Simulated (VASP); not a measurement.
A run of VASP 6.6.1:

The input INCAR:

```
SYSTEM = ZnO
PREC     = Accurate       ! precision mode
ENCUT    = 520            ! plane-wave cutoff, eV
EDIFF    = 1E-6           ! SCF threshold, eV
ISMEAR   = 0              ! smearing method
SIGMA    = 0.02           ! smearing width, eV
LREAL    = .False.        ! projectors in reciprocal space
LASPH    = .True.         ! aspherical terms in the spheres
NELM     = 100            ! most SCF steps
ALGO     = Normal         ! electronic algorithm
ISIF     = 2              ! what is computed and relaxed
LWAVE    = .False.        ! write WAVECAR
LCHARG   = .False.        ! write CHGCAR
GGA      = PE             ! functional
NBANDS   = 26             ! bands
```

File KPOINTS:

```
Automatic mesh
0
Gamma
  9 9 6
  0 0 0
```

Contents of POSCAR:

```
ZnO
1.0
    3.3438059971      0.0000000000      0.0000000000
   -1.6719029986      2.8958209388      0.0000000000
    0.0000000000      0.0000000000      5.3970900277
Zn O
2 2
Direct
    0.3333333333      0.6666666667      0.4999685893
    0.6666666667      0.3333333333     -0.0000314107
    0.6666666667      0.3333333333      0.3790414107
    0.3333333333      0.6666666667      0.8790414107
```

Potentials or basis: VASP PAW PBE potentials, release 64 (Zn, O).

Launch:

```console
$ cat potpaw_PBE.64/Zn/POTCAR potpaw_PBE.64/O/POTCAR > POTCAR
$ mpirun -np 1 vasp_std > vasp.out
```

Hardware: 1 thread of Intel(R) Xeon(R) 6975P-C (Granite Rapids), on a shared host.

Problem. How long does it take, and how much memory?

Solution. Run time: 27 s on 1 thread of Intel(R) Xeon(R) 6975P-C (Granite Rapids) (shared host), peak memory 0.2 GiB. Counts: scf iterations 15, k points 48.
